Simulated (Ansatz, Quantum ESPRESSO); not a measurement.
**Cost and result for the electronic dielectric constant of CuI**

```cif
data_structure
_symmetry_space_group_name_H-M 'P 1'
_symmetry_Int_Tables_number 1
_cell_length_a 4.2872
_cell_length_b 4.2872
_cell_length_c 4.2872
_cell_angle_alpha 60.000
_cell_angle_beta 60.000
_cell_angle_gamma 60.000
_cell_volume 55.72
loop_
_atom_site_label
_atom_site_type_symbol
_atom_site_fract_x
_atom_site_fract_y
_atom_site_fract_z
_atom_site_occupancy
I1 I 0.00000 0.00000 0.00000 1
Cu1 Cu 0.75000 0.75000 0.75000 1
```

```csv
rung,level,program and potentials,cutoff (eV),k mesh,task,core time,chip,electronic dielectric constant,miss,notes
LDA,LDA,"Ansatz, Ansatz PAW",420,8 × 8 × 8,Born charges and dielectric tensor,2.5 min,Intel Xeon Skylake/Cascade Lake,6.68,+38.0 %,"potentials made for PBE, which Ansatz adapts in part; 18 valence electrons an atom on average"
GGA + U (6.2 eV),"PBE+U (Cu d U = 6.2 eV, fll (the default))","Ansatz, Ansatz PAW (files of its older set among them)",700,8 × 8 × 8,Born charges and dielectric tensor,3 min,Arm Neoverse V1,5.37,+11.0 %,18 valence electrons an atom on average
LDA,LDA,"Ansatz, Ansatz PAW",420,6 × 6 × 6,phonons,3.1 min,Intel Xeon Skylake/Cascade Lake,6.68,+38.0 %,"potentials made for PBE, which Ansatz adapts in part; 18 valence electrons an atom on average"
GGA,PBEsol,"Quantum ESPRESSO, GBRV 1.5 PBEsol",762,"6 × 6 × 6, shifted",dielectric tensor,15 min,Intel Xeon Skylake/Cascade Lake,6.60,+36.4 %,13 valence electrons an atom on average
GGA,PBE,"Quantum ESPRESSO, GBRV 1.5 PBE",762,"6 × 6 × 6, shifted",dielectric tensor,15 min,Intel Xeon Skylake/Cascade Lake,(a),?,13 valence electrons an atom on average
GGA,WC,"Quantum ESPRESSO, GBRV 1.5 PBE",762,"6 × 6 × 6, shifted",dielectric tensor,16 min,Intel Xeon Skylake/Cascade Lake,6.66,+37.6 %,potentials made for PBE; 13 valence electrons an atom on average
LDA,LDA,"Quantum ESPRESSO, GBRV 1.5 LDA",762,"6 × 6 × 6, shifted",dielectric tensor,16 min,Intel Xeon Skylake/Cascade Lake,(b),?,13 valence electrons an atom on average
GGA,BLYP,"Quantum ESPRESSO, GBRV 1.5 PBE",762,"6 × 6 × 6, shifted",dielectric tensor,17 min,Intel Xeon Skylake/Cascade Lake,6.23,+28.7 %,potentials made for PBE; 13 valence electrons an atom on average
```

Times are single runs on shared hosts and different chips, so they are rough; meshes, cutoffs and the tasks' sizes weigh on the time. All rows: no spin polarisation. The cell comes from a database and isn't always the measured one. Meshes differ between rows, which moves values too. All levels ran on this one cell, unrelaxed unless noted. Meshes are those of the run's cell of 2 atoms unless a note names another. Ansatz refines the mesh for the field response beyond the one shown. Misses use the values as printed. Runs on faulty files, with rough fits or with known faults for this quantity aren't shown. No row holds spin-orbit coupling.

Measured: 4.84 (a printed reference work). The runs are for a static lattice.

Question: Estimate the values left out from the other rows.

Answer: (a) 6.39, miss +32.0 %; (b) 6.69, miss +38.2 %.
